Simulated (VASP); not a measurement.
Set up this calculation in VASP 6.6.1, as the native input.

| Item | Value |
| --- | --- |
| Task | relaxation of cell and atoms |
| Functional | MS2 |
| Potentials or basis | VASP PAW PBE potentials, release 64 (As, B) |
| Cutoff | 600 eV |
| k mesh | 10 × 10 × 10 |
| Occupations | gaussian, width 0.05 eV |
| Spin | no spin polarisation |
| Further INCAR settings | ALGO = Normal; EDIFF = 1e-07; IBRION = 2; EDIFFG = -0.01; NSW = 60; ISIF = 3 |

The structure of BAs lies in POSCAR:

```
BAs
1.0
    0.0000000000      2.3885000000      2.3885000000
    2.3885000000      0.0000000000      2.3885000000
    2.3885000000      2.3885000000      0.0000000000
As B
1 1
Direct
    0.7500000000      0.7500000000      0.7500000000
    0.0000000000      0.0000000000      0.0000000000
```

The input as run:

INCAR

```
SYSTEM = BAs
  ALGO = Normal
  EDIFF = 1E-7
  EDIFFG = -0.01
  ENCUT = 600
  IBRION = 2
  ISIF = 3
  ISMEAR = 0
  LASPH = .TRUE.
  LCHARG = .FALSE.
  LMIXTAU = .TRUE.
  LREAL = .FALSE.
  LWAVE = .FALSE.
  METAGGA = MS2
  NELM = 100
  NSW = 60
  PREC = Accurate
  SIGMA = 0.05
```

KPOINTS

```
k-points
0
G
  10 10 10
  0 0 0
```

Potentials or basis: VASP PAW PBE potentials, release 64 (As, B).

Launch:

```console
$ cat potpaw_PBE.64/As/POTCAR potpaw_PBE.64/B/POTCAR > POTCAR
$ mpirun -np 1 vasp_std > vasp.out
```

Results of the run:

The pressure after relaxing is -0.1 GPa and the band gap on the k mesh is 1.54 eV, indirect (least direct gap 3.90 eV).

Caveat: the relaxation stopped at its first step, so nothing moved; the PAW data sets were made with another functional, which shifts forces and pressure a little.

Run time: 76 s on 1 thread of Intel(R) Xeon(R) Platinum 8559C (Emerald Rapids) (shared host), peak memory 0.16 GiB.
